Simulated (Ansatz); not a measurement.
## Rh under pressure

Computed with DFT PBEsol, scalar-relativistic, plane waves, PAW (Ansatz). Settings: 420 eV plane-wave cutoff, Γ-centred 18×18×10 mesh, Fermi-Dirac smearing of 0.15 eV. No spin polarisation. Phonons by linear response, acoustic sum rule imposed.

Equilibrium structure at this level:
```
CELL_PARAMETERS angstrom
2.69152 0.00000 0.00000
-1.34576 2.33092 0.00000
0.00000 0.00000 4.33650
ATOMIC_POSITIONS crystal
Rh 0.66667 0.33333 0.75000
Rh 0.33333 0.66667 0.25000
```

In a metal, frequencies and elastic constants depend on the k mesh and the smearing, soft modes and shear constants most.

Task: The cell is relaxed again at 5 and 11 and 22 GPa. How do volume, gap and optical modes at Γ (cm⁻¹, counted from the lowest optical one; a degenerate one stands once) change?

Result:
```csv
,0 GPa,5 GPa,11 GPa,22 GPa
V/V0,1.000,0.983,0.966,0.937
gap (eV),0.00,0.00,0.00,0.00
mode 1,152,157,162,170
mode 3,249,261,273,294
```

This form isn't the element's structure at ambient conditions.

Cost: 4 runs of about 2.1 core-minutes in all, on AMD EPYC 9R45 (Zen 5) (shared hosts).